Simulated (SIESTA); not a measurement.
## SiO2 (Cristobalite) under changes of volume

One of the cells (14.690 Å³/atom); the others are scaled copies at fixed shape and fractional positions:

```
Si O
1.0
     5.01499    0.00000    0.00000
     0.00000    5.01499    0.00000
     0.00000    0.00000    7.00911
Si O
4 8
Cartesian
  4.0068 1.0082 5.2568
  3.5157 3.5157 3.5046
  1.0082 4.0068 1.7523
  1.4993 1.4993 0.0000
  0.5189 1.2030 5.7606
  1.3045 3.0264 0.5037
  4.4961 3.8119 2.2560
  3.7105 1.9886 4.0083
  3.0264 1.3045 6.5054
  3.8119 4.4961 4.7531
  1.9886 3.7105 3.0008
  1.2030 0.5189 1.2485
```

| Property | Result |
| --- | --- |
| Program | SIESTA 5.4.2 |
| Functional | PBE |
| Potentials or basis | PseudoDojo 0.4 standard (PBE files) |
| Basis | DZP (energy shift 0.003 Ry) |
| Grid cutoff | 800 Ry |
| Energy shift | 0.003 Ry |
| k mesh | 6 × 6 × 4 |
| Occupations | fermi-dirac, width 0.05 eV |
| Spin | no spin polarisation |

| volume (Å³/atom) | energy over the lowest point (meV/atom) | pressure (GPa) | gap on the mesh (eV) | largest force (eV/Å) |
| --- | --- | --- | --- | --- |
| 13.538 | ? | ? | ? | ? |
| 13.826 | 64.19 | 16.5 | 6.33 | 1.241 |
| 14.114 | 38.33 | 12.3 | 6.22 | 0.991 |
| 14.690 | 7.41 | 5.1 | 5.95 | 0.565 |
| 14.978 | 1.02 | 2.0 | 5.81 | 0.384 |
| 15.266 | 0.00 | -0.8 | 5.65 | 0.237 |

Q: What does the run at 13.538 Å³/atom give?

A: Energy over the lowest point 98.07 meV/atom; pressure 21.2 GPa; gap on the mesh 6.44 eV; largest force 1.510 eV/Å.

Worked out: A Birch-Murnaghan fit of order 3 (a polynomial in V^(-2/3)) to the other rows has its minimum at 15.18 Å³/atom with B0 = V·E''(V) = 146 GPa and B' = 4.1 at fixed shape and positions, which overstates the stiffness. It gives 97.93 meV/atom at 13.538 Å³/atom, against the run's 98.07, and -dE/dV = 21.1 GPa, against 21.2. A parabola through the other rows of the gap, of slope -4.5 eV per unit of ln V (its deformation potential) there, extrapolates to 6.43 eV, against the run's 6.44.

Energies are extrapolated to zero smearing.

Caveats: the cell was measured hot, at 340 K; the basis of atomic orbitals isn't converged, which shifts pressures, moduli and gaps; forces of over 1 eV/Å show positions far from the minimum, so gaps and moduli don't describe the material at rest (some runs).

A mesh can miss the band edges.
